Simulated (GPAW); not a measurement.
A calculation with GPAW 26.7.0 of Al (ASE script, structure typed inline):

File run.py:

```python
from ase import Atoms
from ase.dft.bandgap import bandgap
from ase.io import write
from ase.units import GPa
from gpaw import GPAW, PW

atoms = Atoms(['Al', 'Al'],
              cell=[[2.8124553515, 0.0, 0.0],
                    [-1.4062276757, 2.4356577814, 0.0],
                    [0.0, 0.0, 4.86685]],
              scaled_positions=[[0.3333333333, 0.6666666667, 0.25],
                                [0.6666666667, 0.3333333333, 0.75]],
              pbc=True)

calc = GPAW(mode=PW(600),
            xc='PBE',
            kpts={'size': (11, 11, 6), 'gamma': True},
            occupations={'name': 'fermi-dirac', 'width': 0.05},
            nbands=10,
            convergence={'density': 1e-05, 'energy': 1e-05},
            maxiter=150,
            txt='gpaw.txt')
atoms.calc = calc
energy = atoms.get_potential_energy()
forces = atoms.get_forces()
stress = atoms.get_stress()
calc.write('gs.gpw')
write('result.traj', atoms)
print(f'Energy: {energy:.6f} eV')
print('Forces (eV/A):')
print(forces.round(4))
print('Stress (GPa):', (stress / GPa).round(3))
print('Fermi level:', round(calc.get_fermi_level(), 4), 'eV')
print(f'Gap: {bandgap(calc)[0]:.4f} eV, direct: {bandgap(calc, direct=True)[0]:.4f} eV')
```

Potentials or basis: GPAW PAW data sets (gpaw-data 1.2.1), pw.

The run is started by

```bash
$ OMP_NUM_THREADS=1 python run.py
```

This isn't the form of Al at room conditions, which is fcc.

Problem. Write the same calculation in another form: native input, structure from a POSCAR.

Solution. As run:

Contents of run.py:

```python
from ase.io import read
from gpaw import PW
from gpaw.dft import DFT

atoms = read('POSCAR')

dft = DFT(atoms,
          mode=PW(600),
          xc='PBE',
          kpts={'size': (11, 11, 6), 'gamma': True},
          occupations={'name': 'fermi-dirac', 'width': 0.05},
          nbands=10,
          convergence={'density': 1e-05, 'energy': 1e-05},
          maxiter=150,
          txt='gpaw.txt')
print(f'Energy: {dft.calculate_energy():.6f} eV')
print('Forces (eV/A):')
print(dft.calculate_forces().round(4))
print('Stress (eV/A^3):', dft.calculate_stress().round(6))
dft.write_gpw_file('gs.gpw')
```

Contents of POSCAR:

```
Al
1.0
    2.8124553515      0.0000000000      0.0000000000
   -1.4062276757      2.4356577814      0.0000000000
    0.0000000000      0.0000000000      4.8668500000
Al
2
Direct
    0.3333333333      0.6666666667      0.2500000000
    0.6666666667      0.3333333333      0.7500000000
```

Potentials or basis: GPAW PAW data sets (gpaw-data 1.2.1), pw.

The run is started by

```console
$ OMP_NUM_THREADS=1 python run.py
```

Both were run:

|  | ASE script, structure typed inline | native input, structure from a POSCAR |
| --- | --- | --- |
| Pressure | 0.3 GPa | 0.3 GPa |
| Band gap on the k mesh | none (metal or under the smearing width) | none (metal or under the smearing width) |

Keys that steer only the numerical path or the files written may differ.
